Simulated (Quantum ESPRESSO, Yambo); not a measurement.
# AlAs (F-43m): G0W0 on several meshes in Yambo, part 2 of 2

Aim: the GW shift of AlAs (F-43m) against the k mesh.

Quantum ESPRESSO 7.5 and Yambo 5.3.0; PBE and many-body steps on it, plane waves. Known limits of the many-body steps: not at the basis limit; exchange with frozen shells missing; no spin-orbit coupling; coarse k mesh.

So far. Step 4 (4×4×4): The gap on the mesh goes from 1.44 eV to 2.50 eV, a correction of +1.07 eV. Step 5 (Empty states on the mesh, 2×2×2 mesh, 127 bands): On this mesh the gap is 1.436 eV.

**6. Conversion and set-up**

This step: Yambo 5.3.0; conversion and set-up on PBE, plane waves, norm-conserving pseudopotentials.

Command:

```sh
> (cd o/x.save; p2y > p2y.log; mv SAVE ../..); yambo > setup.log
```

The log of the run:

```text
 Yambo, version 5.3.0

 [02] CORE Variables Setup
 =========================

  [02.01] Unit cells
  ==================

  Cell kind             :  FCC
  Atoms in the cell     :  Al  As
  number of Al atoms    :  1
  number of As atoms    :  1

  List of atomic masses
  Mass of Al    :  26.98200
  Mass of As    :  74.92200

  List of atomic coordinates    : [cc]
  Al1       :  0.000000  0.000000  0.000000  order 1
  As1       :  2.674340  2.674340  2.674340  order 2

  Alat factors          :  5.348681  5.348681  5.348681 [a.u.]
  Direct lattice volume :  306.0343 [a.u.]
[...]
0.000000  0.000000  0.000000  0.000000  0.000000  0.000000  0.000000  0.000000

 [03] Transferred momenta grid and indexing
 ==========================================

 IBZ Q-points                                      :  3
 BZ  Q-points                                      :   8

 K/Q-points units:
 rlu = crystal or reduced units; cc = cartesian coordinates; iku = interal k-units

 Q [1]          [rlu]:  0.000000  0.000000  0.000000
 Q [2]          [rlu]: -0.16211E-16 -0.16211E-16 -0.50000
 Q [3]          [rlu]:  0.19445E-16 -0.50000     -0.50000

  [03.01] X indexes
  =================

   [03.01.01] Sigma indexes
   ========================

 [06] Game Over & Game summary
```

It took 2.4 s on 1 MPI rank of Arm Neoverse V1, shared host; peak memory 0.24 GiB.

**7. 2×2×2**

This step: G0W0 on PBE, plane waves, norm-conserving pseudopotentials.

gw11.in

```
HF_and_locXC
gw0
dyson
ppa
em1d
rim_cut
RandQpts= 1000000
RandGvec= 1 RL
EXXRLvcs= 76 Ry
VXCRLvcs= 304 Ry
Chimod= "HARTREE"
% BndsRnXp
 1 | 127 |
%
NGsBlkXp= 10.5 Ry
% LongDrXp
 1 | 1 | 1 |
%
% GbndRnge
 1 | 127 |
%
DysSolver= "n"
ExtendOut
PPAPntXp= 27.21138 eV
% QPkrange
 1 | 1 | 8 | 11 |
 3 | 3 | 8 | 11 |
%
```

Command:

```sh
> OMP_NUM_THREADS=1 mpirun -n 4 yambo -F gw11.in -J gw11 -C gw11 > gw11.log
```

The log of the run:

```text
 Yambo, version 5.3.0

 [02] CORE Variables Setup
 =========================

  [... cell, symmetries and grids as in the set-up ...]

  [02.05] Energies & Occupations
  ==============================

  [X] === General ===
  [X] Electronic Temperature                        :  0.000000  0.000000 [eV K]
  [X] Bosonic    Temperature                        :  0.000000  0.000000 [eV K]
  [X] Finite Temperature mode                       : no
  [X] El. density                                   :  0.39692E+24 [cm-3]
  [X] Fermi Level                                   :  6.505537 [eV]

  [X] === Gaps and Widths ===
  [X] Conduction Band Min                           :  1.436385 [eV]
  [X] Valence Band Max                              :  0.000000 [eV]
  [X] Filled Bands                                  :   9
  [X] Empty Bands                                   :   10  127
  [X] Direct Gap                                    :  2.044983 [eV]
  [X] Direct Gap localized at k                     :  1
  [X] Indirect Gap                                  :  1.436385 [eV]
  [X] Indirect Gap between kpts                     :  1  3
  [X] Last valence band width                       :  2.172673 [eV]
  [X] 1st conduction band width                     :  0.705590 [eV]

 [03] Transferred momenta grid and indexing
 ==========================================

 IBZ Q-points                                      :  3
 BZ  Q-points                                      :   8

 K/Q-points units:
 rlu = crystal or reduced units; cc = cartesian coordinates; iku = interal k-units

 Q [1]          [rlu]:  0.000000  0.000000  0.000000
 Q [2]          [rlu]: -0.16211E-16 -0.16211E-16 -0.50000
 Q [3]          [rlu]:  0.19445E-16 -0.50000     -0.50000

 [04] Coloumb potential Random Integration (RIM)
[...]
[Hartree-Fock] El. density                        :  0.39692E+24 [cm-3]
  [Hartree-Fock] Fermi Level                        :  6.505537 [eV]

  [Hartree-Fock] === Gaps and Widths ===
  [Hartree-Fock] Conduction Band Min                :  2.141975 [eV]
  [Hartree-Fock] Valence Band Max                   : -0.824543 [eV]
  [Hartree-Fock] Filled Bands                       :   9
  [Hartree-Fock] Empty Bands                        :   10  127
  [Hartree-Fock] Direct Gap                         :  2.966517 [eV]
  [Hartree-Fock] Direct Gap localized at k          :  2
  [Hartree-Fock] Indirect Gap                       :  2.966517 [eV]
  [Hartree-Fock] Indirect Gap between kpts          :  2  2
  [Hartree-Fock] Last valence band width            :  4.699880 [eV]
  [Hartree-Fock] 1st conduction band width          :  4.612181 [eV]

 [08] Dyson equation: Newton solver
 ==================================

  [08.01] G0W0 (W PPA)
  ====================

  [  GW  ] Bands range     :    1  127
  [GW/PPA] G damping       :  0.100000 [eV]

  QP @ state[ 1 ] K range:  1  1
  QP @ state[ 1 ] b range:   8  11
  QP @ state[ 2 ] K range:  3  3
  QP @ state[ 2 ] b range:   8  11

   Sc/G bands                                       :    1  127
   Sc/G damping                                     :  0.100000 ev
   Sc bands terminator                              : no
   Sx RL components                                 :   3527

   QP @ state[ 1 ] K range                          :  1  1
   QP @ state[ 1 ] b range                          :   8  11
   QP @ state[ 2 ] K range                          :  3  3
   QP @ state[ 2 ] b range                          :   8  11
   GF energies kind                                 : Perdew, Burke & Ernzerhof(X)+Perdew, Burke & Ernzerhof(C)
   GF WF`s kind                                     : Perdew, Burke & Ernzerhof(X)+Perdew, Burke & Ernzerhof(C)
   Xs energies kind                                 : Perdew, Burke & Ernzerhof(X)+Perdew, Burke & Ernzerhof(C)
   Xs WF`s kind                                     : Perdew, Burke & Ernzerhof(X)+Perdew, Burke & Ernzerhof(C)

 [11] Game Over & Game summary
```

Run time: 7.3 s. Hardware: 4 MPI ranks; peak memory 1.2 GiB.

Numbers from this step:

- G0W0 gap on the points computed: 2.410 eV
- starting gap on the mesh: 1.436 eV
- k of the valence top: 0, 0, 0
- k of the conduction bottom: 0, -0.5, -0.5
- least direct G0W0 gap on the computed points: 3.157 eV
- Z at the valence top: 0.8008
- Z at the conduction bottom: 0.8185

Against G0W0 in Yambo (4×4×4 mesh, 127 bands, screening to 142.9 eV, Godby-Needs plasmon pole), the gap moves by −0.092 eV.

**8. The runs together**

Times are wall times on 4 MPI ranks of Arm Neoverse V1, shared host, good to a factor of about two.

```tsv
run	mesh	bands	screening cutoff (eV)	DFT gap (eV)	gap on the mesh (eV)	direct (eV)	time
4×4×4	4×4×4	127	142.9	1.436	2.502	3.130	64 s
2×2×2	2×2×2	127	142.9	1.436	2.410	3.157	7.3 s
```

**9. What came out**

```
4×4×4        : 2.502 eV
2×2×2        : 2.410 eV
known limits : not at the basis limit; exchange with frozen shells missing; no spin-orbit coupling; coarse k mesh
```

2×2×2: −0.092 eV against 4×4×4. Bands and cutoff are finite, so the gap is not at the basis limit. The miss can reach some tenths of an eV and take either sign; the mesh is an error of its own. In the G0W0 runs levels were corrected at 2 k points alone, so a gap called «on the mesh» is the least over those, and an edge elsewhere would be missed. The 4×4×4 mesh is coarse for this cell, which bears on the long-range parts of exchange and screening. Mesh or cutoff lie under what a gap needs, so these runs test behaviour and cost; their gaps are not to be quoted. The norm-conserving file of at least one element keeps a d shell over frozen s and p shells of the same row. Exchange with those shells is missing from the self-energy, an error of 0.3 to 0.9 eV in cases checked, whose sign depends on which edge lies on those atoms. The many-body steps are scalar-relativistic: spin-orbit coupling is not in them.

[Paths, hosts, dates, memory and timing lines, banners, echoed tables and standing remarks are left out of the program output.]

[Logs are printed without paths, hosts, clocks, repeated set-up lines and the standing remarks that a program may print on its own settings, such as how far it seeks lower states.]

[Runs of the session that timed out or met a known fault of the program may be left out.]

[Hosts, paths, dates, database ids (printed as entryN), source tags and the programs' standing remarks are cut or masked in the printed files.]
